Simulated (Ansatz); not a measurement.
Born–Oppenheimer molecular dynamics of a periodic cell of 16 atoms, Au (surface Au(110)). It starts from a relaxed structure.

Computed with Ansatz, DFT LDA, scalar-relativistic, plane waves, PAW. Settings: accuracy low, PAW set soft_1, cutoff 420 eV, k mesh 2x3x1, fermi-dirac smearing 0.1 eV, no spin polarisation.

```
ensemble        : NVT, Langevin thermostat
time step       : 3 fs
steps asked     : 300
set temperature : 500 K
friction        : 0.005 /fs
atoms held      : 1 to 4
seed            : 343900
```

Frames 6 fs apart, positions in Å.

Velocities at 120.0 fs (Å/ps):

```
Au 0.00 0.00 0.00
Au 0.00 0.00 0.00
Au 0.00 0.00 0.00
Au 0.00 0.00 0.00
Au 3.40 -0.27 1.08
Au -0.57 0.68 -1.14
Au 0.91 -0.02 0.75
Au -2.34 -3.09 1.19
Au -0.08 0.53 0.92
Au 2.24 1.75 -0.28
Au -1.51 1.05 0.65
Au -0.04 -2.36 1.17
Au 0.28 -1.48 0.56
Au -0.77 0.95 0.86
Au 0.29 -1.81 -0.68
Au -0.41 -2.43 -0.02
```

```xyz
16
Lattice="8.1600 0.0000 0.0000 0.0000 5.7700 0.0000 0.0000 0.0000 15.3275" Properties=species:S:1:pos:R:3 time_fs=120.0 energy_less_start_eV=0.375 T=444
Au 2.040 1.442 1.000
Au 6.120 1.442 1.000
Au 2.040 4.327 1.000
Au 6.120 4.327 1.000
Au -0.043 -0.076 2.066
Au 4.070 0.015 2.152
Au 0.065 2.843 2.071
Au 4.179 2.822 2.148
Au 2.040 1.333 3.757
Au 6.142 1.411 3.869
Au 1.985 4.429 3.837
Au 6.232 4.172 3.714
Au -0.075 -0.084 5.125
Au 4.260 -0.115 4.971
Au 0.128 2.764 4.926
Au 4.032 2.826 4.888
16
Lattice="8.1600 0.0000 0.0000 0.0000 5.7700 0.0000 0.0000 0.0000 15.3275" Properties=species:S:1:pos:R:3 time_fs=126.0 energy_less_start_eV=0.382 T=400
Au 2.040 1.442 1.000
Au 6.120 1.442 1.000
Au 2.040 4.327 1.000
Au 6.120 4.327 1.000
Au -0.022 -0.077 2.073
Au 4.068 0.018 2.146
Au 0.070 2.842 2.076
Au 4.165 2.804 2.154
Au 2.039 1.336 3.762
Au 6.155 1.420 3.867
Au 1.978 4.434 3.842
Au 6.231 4.157 3.722
Au -0.075 -0.092 5.127
Au 4.255 -0.110 4.977
Au 0.130 2.752 4.922
Au 4.030 2.814 4.887
16
Lattice="8.1600 0.0000 0.0000 0.0000 5.7700 0.0000 0.0000 0.0000 15.3275" Properties=species:S:1:pos:R:3 time_fs=132.0 energy_less_start_eV=0.397 T=368
Au 2.040 1.442 1.000
Au 6.120 1.442 1.000
Au 2.040 4.327 1.000
Au 6.120 4.327 1.000
Au -0.001 -0.075 2.083
Au 4.070 0.017 2.141
Au 0.071 2.842 2.085
Au 4.151 2.788 2.160
Au 2.037 1.340 3.768
Au 6.168 1.427 3.866
Au 1.974 4.440 3.845
Au 6.230 4.144 3.730
Au -0.075 -0.099 5.130
Au 4.245 -0.109 4.983
Au 0.131 2.743 4.917
Au 4.028 2.804 4.883
16
Lattice="8.1600 0.0000 0.0000 0.0000 5.7700 0.0000 0.0000 0.0000 15.3275" Properties=species:S:1:pos:R:3 time_fs=138.0 energy_less_start_eV=0.425 T=406
Au 2.040 1.442 1.000
Au 6.120 1.442 1.000
Au 2.040 4.327 1.000
Au 6.120 4.327 1.000
Au 0.020 -0.072 2.092
Au 4.071 0.016 2.138
Au 0.070 2.843 2.094
Au 4.134 2.771 2.166
Au 2.037 1.345 3.773
Au 6.182 1.434 3.866
Au 1.969 4.444 3.848
Au 6.227 4.133 3.740
Au -0.075 -0.102 5.133
Au 4.236 -0.110 4.990
Au 0.132 2.736 4.911
Au 4.027 2.796 4.881
16
Lattice="8.1600 0.0000 0.0000 0.0000 5.7700 0.0000 0.0000 0.0000 15.3275" Properties=species:S:1:pos:R:3 time_fs=144.0 energy_less_start_eV=0.469 T=406
Au 2.040 1.442 1.000
Au 6.120 1.442 1.000
Au 2.040 4.327 1.000
Au 6.120 4.327 1.000
Au 0.042 -0.069 2.100
Au 4.071 0.015 2.133
Au 0.069 2.843 2.101
Au 4.118 2.754 2.171
Au 2.037 1.349 3.779
Au 6.197 1.440 3.868
Au 1.965 4.446 3.854
Au 6.224 4.122 3.751
Au -0.076 -0.109 5.138
Au 4.225 -0.113 4.995
Au 0.133 2.729 4.905
Au 4.027 2.790 4.879
16
Lattice="8.1600 0.0000 0.0000 0.0000 5.7700 0.0000 0.0000 0.0000 15.3275" Properties=species:S:1:pos:R:3 time_fs=150.0 energy_less_start_eV=0.519 T=369
Au 2.040 1.442 1.000
Au 6.120 1.442 1.000
Au 2.040 4.327 1.000
Au 6.120 4.327 1.000
Au 0.064 -0.066 2.108
Au 4.072 0.014 2.126
Au 0.064 2.844 2.110
Au 4.102 2.740 2.177
Au 2.035 1.353 3.784
Au 6.212 1.444 3.871
Au 1.964 4.448 3.861
Au 6.223 4.111 3.760
Au -0.079 -0.117 5.144
Au 4.212 -0.115 4.996
Au 0.133 2.725 4.900
Au 4.027 2.787 4.879
16
Lattice="8.1600 0.0000 0.0000 0.0000 5.7700 0.0000 0.0000 0.0000 15.3275" Properties=species:S:1:pos:R:3 time_fs=156.0 energy_less_start_eV=0.565 T=406
Au 2.040 1.442 1.000
Au 6.120 1.442 1.000
Au 2.040 4.327 1.000
Au 6.120 4.327 1.000
Au 0.083 -0.062 2.118
Au 4.073 0.007 2.117
Au 0.059 2.846 2.120
Au 4.089 2.728 2.181
Au 2.035 1.357 3.789
Au 6.225 1.447 3.878
Au 1.966 4.449 3.869
Au 6.221 4.100 3.773
Au -0.082 -0.123 5.147
Au 4.198 -0.118 4.995
Au 0.133 2.722 4.897
Au 4.023 2.785 4.880
16
Lattice="8.1600 0.0000 0.0000 0.0000 5.7700 0.0000 0.0000 0.0000 15.3275" Properties=species:S:1:pos:R:3 time_fs=162.0 energy_less_start_eV=0.613 T=353
Au 2.040 1.442 1.000
Au 6.120 1.442 1.000
Au 2.040 4.327 1.000
Au 6.120 4.327 1.000
Au 0.102 -0.058 2.127
Au 4.074 -0.003 2.107
Au 0.055 2.851 2.132
Au 4.078 2.718 2.186
Au 2.038 1.362 3.793
Au 6.236 1.447 3.885
Au 1.967 4.451 3.878
Au 6.217 4.089 3.786
Au -0.086 -0.131 5.149
Au 4.183 -0.122 4.994
Au 0.132 2.717 4.896
Au 4.020 2.784 4.880
16
Lattice="8.1600 0.0000 0.0000 0.0000 5.7700 0.0000 0.0000 0.0000 15.3275" Properties=species:S:1:pos:R:3 time_fs=168.0 energy_less_start_eV=0.654 T=352
Au 2.040 1.442 1.000
Au 6.120 1.442 1.000
Au 2.040 4.327 1.000
Au 6.120 4.327 1.000
Au 0.117 -0.052 2.133
Au 4.073 -0.013 2.096
Au 0.050 2.857 2.143
Au 4.070 2.710 2.188
Au 2.043 1.367 3.799
Au 6.245 1.444 3.895
Au 1.966 4.452 3.887
Au 6.215 4.080 3.801
Au -0.093 -0.140 5.149
Au 4.170 -0.128 4.991
Au 0.130 2.713 4.895
Au 4.016 2.782 4.881
16
Lattice="8.1600 0.0000 0.0000 0.0000 5.7700 0.0000 0.0000 0.0000 15.3275" Properties=species:S:1:pos:R:3 time_fs=174.0 energy_less_start_eV=0.677 T=327
Au 2.040 1.442 1.000
Au 6.120 1.442 1.000
Au 2.040 4.327 1.000
Au 6.120 4.327 1.000
Au 0.128 -0.046 2.140
Au 4.071 -0.023 2.084
Au 0.043 2.861 2.156
Au 4.063 2.704 2.189
Au 2.050 1.370 3.805
Au 6.252 1.440 3.904
Au 1.968 4.453 3.892
Au 6.210 4.073 3.820
Au -0.098 -0.147 5.148
Au 4.159 -0.133 4.987
Au 0.128 2.712 4.898
Au 4.013 2.781 4.885
16
Lattice="8.1600 0.0000 0.0000 0.0000 5.7700 0.0000 0.0000 0.0000 15.3275" Properties=species:S:1:pos:R:3 time_fs=180.0 energy_less_start_eV=0.684 T=353
Au 2.040 1.442 1.000
Au 6.120 1.442 1.000
Au 2.040 4.327 1.000
Au 6.120 4.327 1.000
Au 0.134 -0.039 2.146
Au 4.070 -0.033 2.074
Au 0.034 2.864 2.168
Au 4.054 2.698 2.190
Au 2.057 1.374 3.816
Au 6.258 1.431 3.912
Au 1.969 4.453 3.899
Au 6.204 4.067 3.837
Au -0.103 -0.156 5.144
Au 4.148 -0.134 4.983
Au 0.129 2.712 4.904
Au 4.010 2.779 4.893
16
Lattice="8.1600 0.0000 0.0000 0.0000 5.7700 0.0000 0.0000 0.0000 15.3275" Properties=species:S:1:pos:R:3 time_fs=186.0 energy_less_start_eV=0.678 T=356
Au 2.040 1.442 1.000
Au 6.120 1.442 1.000
Au 2.040 4.327 1.000
Au 6.120 4.327 1.000
Au 0.139 -0.031 2.151
Au 4.072 -0.043 2.065
Au 0.024 2.864 2.176
Au 4.044 2.694 2.189
Au 2.063 1.374 3.826
Au 6.263 1.419 3.922
Au 1.969 4.451 3.906
Au 6.196 4.061 3.855
Au -0.107 -0.163 5.139
Au 4.136 -0.132 4.978
Au 0.130 2.715 4.910
Au 4.004 2.780 4.902
```

Of the whole run (900 fs, mean temperature of the second half 514 K): A run of 0.9 ps of so small a system gives no equilibrium averages. Limits of this set-up: coarse k mesh, thin slab, slab without dipole correction, PAW files made for another functional, low accuracy level.

Run time: 15 min on 4 threads of AMD EPYC 9R45 96-Core Processor (Zen 5) (shared host), peak memory 2.3 GiB.
